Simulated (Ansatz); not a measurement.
This log comes from Ansatz, run on Mg₂Si in the antifluorite structure. The cell was relaxed with r2SCAN and then strained (uniaxial +1.0 % along z, other directions held), with the atoms relaxed again with r2SCAN; k points keep the names of the unstrained zone.

Structure:
```
CELL_PARAMETERS angstrom
0.00000 3.16896 3.20065
3.16896 0.00000 3.20065
3.16896 3.16896 0.00000
ATOMIC_POSITIONS crystal
Si 0.00000 0.00000 0.00000
Mg 0.25000 0.25000 0.25000
Mg 0.75000 0.75000 0.75000
```

The output, standing remarks left out:
```
scf.n_extra_bands = 4 over 12 filled bands (N_el = 24.0): the run solves 16 bands
Crystal: 3 atoms, lattice volume = 64.284 Å³
Basis set: ecut = 420 eV, 1243 PW (Γ)
Symmetry: 16 space group operations
Space group: I4/mmm (ITA 139)
k-points: 59 of 512
preconditioner: auto → none  [insulator: Δε(μ)=0.103 eV  σ=0.020 eV  ℏωp=13.1 eV]
SCF converged after 6 iterations
Free energy (F): -4483.888581 eV
Internal energy: -4483.888563 eV  (E = F + TS)
E sigma→0 (E₀):  -4483.888572 eV
Entropy (-TS):   -0.000019 eV (-0.006 meV/atom)
Fermi energy:    5.959240 eV
--- Forces (eV/Å), atoms counted from 1 ---
  atom   1  Si      0.00000      0.00000      0.00000
  atom   2  Mg      0.00000      0.00000      0.00000
  atom   3  Mg      0.00000      0.00000      0.00000
--- Stress (GPa, compression-positive) ---
        0.455156       0.000000       0.000000
        0.000000       0.455156       0.000000
        0.000000       0.000000      -0.476497
  P = ⅓ Tr σ = 0.1446 GPa (1.446 kbar)
--- Band table (eV; the first three rows and the last of 59) ---
  k-point 0: bands = […, -36.8075, -36.8063, -3.2402, 5.8224, 5.8665, 5.8665, 7.7066, 8.4059, 8.4059, 8.4561]
  k-point 1: bands = […, -36.8081, -36.8068, -3.1000, 4.7063, 5.6805, 5.7165, 7.8853, 8.6805, 8.7071, 9.1334]
  k-point 2: bands = […, -36.8097, -36.8083, -2.7014, 3.0753, 5.3991, 5.4493, 7.5018, 8.8554, 8.8865, 10.6655]
  k-point 58: bands = […, -36.8062, -36.8033, -1.2801, 1.3857, 3.9574, 3.9574, 6.0938, 6.3313, 13.7773, 13.7773]
```

The file bands.tsv (bands near the Fermi energy, numbered from 0, rounded):
```tsv
# k_distance	band_7	band_8	band_9	band_10	band_11	band_12	band_13	band_14	band_15
# fermi_ev = 5.959240
# [0, 0, 0] at k_distance = 0.000000
# [0.5, 0, 0.5] at k_distance = 0.991363
# [0.625, 0.25, 0.625] at k_distance = 1.340132
# [0.375, 0.375, 0.75] at k_distance = 1.946218
# [0.5, 0.5, 0.5] at k_distance = 2.549300
# [0.5, 0.25, 0.75] at k_distance = 3.246838
# [0, 0.5, 0.5] at k_distance = 4.355216
# levels_relative_to = fermi_ev
0.000	-42.766	-9.199	-0.137	-0.093	-0.093	1.747	2.447	2.447	2.497
0.991	-42.764	-7.214	-4.496	-2.068	-2.044	0.093	0.272	7.671	7.906
1.340	-42.764	-7.241	-4.075	-3.534	-1.738	0.572	2.835	5.706	5.899
1.946	-42.763	-7.253	-4.148	-3.514	-1.682	0.643	2.938	5.753	5.918
2.549	-42.772	-7.778	-4.843	-0.838	-0.770	1.140	2.424	2.482	4.895
3.247	-42.763	-7.178	-3.735	-3.659	-2.741	2.586	3.437	3.532	3.837
4.355	-42.764	-7.214	-4.496	-2.068	-2.044	0.093	0.272	7.671	7.906
```
In order the rows are Γ, X, U, K, L, W, X.

**Question.** What input produced it? Give the YAML.

**Answer.**
```yaml
crystal:
  # lattice and atoms as above
kpoints:
  mp_grid: { grid: [8, 8, 8] }
  band_path:
    path:
      - [0.0, 0.0, 0.0]
      - [0.5, 0.0, 0.5]
      - [0.625, 0.25, 0.625]
      - [0.375, 0.375, 0.75]
      - [0.5, 0.5, 0.5]
      - [0.5, 0.25, 0.75]
      - [0.0, 0.5, 0.5]
    npoints: 1
hamiltonian:
  xc: pbe
scf:
  occupations: { method: fermi_dirac, width: 0.02 }
  n_extra_bands: 4
output:
  forces: true
  stress: true
  eigenvalues: true
```
There is no exchange loop, so no exact exchange. A single point prints forces and stress when the output block asks for them. Close relatives of this functional can't be ruled out from these lines alone. Not every key shows in the log; this is the file that was used.

Run as `ansatz run input.yaml --threads 2 --pin off --max-ram 29491MiB --backend cpu --events-out ev --progress --plain --runs-dir out`. It took 1.4 s on 2 threads of AMD EPYC 7R13 Processor (Zen 3) (shared host), load about 0.7 per core; peak host memory 0.49 GiB.

Calculated for a static, non-magnetic cell.
